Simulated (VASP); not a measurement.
The system is Al2O3.

```
CELL_PARAMETERS angstrom
2.74819 0.00000 4.33100
-1.37409 2.38000 4.33100
-1.37409 -2.38000 4.33100
ATOMIC_POSITIONS crystal
Al 0.35220 0.35220 0.35220
Al 0.14780 0.14780 0.14780
Al 0.64780 0.64780 0.64780
Al 0.85220 0.85220 0.85220
O 0.55630 0.94370 0.25000
O 0.94370 0.25000 0.55630
O 0.25000 0.55630 0.94370
O 0.44370 0.05630 0.75000
O 0.05630 0.75000 0.44370
O 0.75000 0.44370 0.05630
```

The cell was built by a generator and needn't be a form met in nature.

Program: VASP 6.6.1. Alike in all runs: potentials or basis VASP PAW PBE potentials, release 64 (Al, O); no spin polarisation; cell as given; k mesh 4 × 4 × 4; cutoff (eV) 520; smearing fermi-dirac 0.05 eV.

Problem. Order these runs on this cell by their band gap on the k mesh, lowest first.
A. level TB-mBJ; further INCAR settings ALGO = Normal; EDIFF = 1e-07
B. level SCAN; further INCAR settings ALGO = Normal; EDIFF = 1e-07
C. level PBE; further INCAR settings ALGO = Fast; EDIFF = 1e-08

Solution. C (6.22 eV), B (7.09 eV), A (7.95 eV).

A k mesh can miss the band edges.

Not every run made on this cell is shown here.
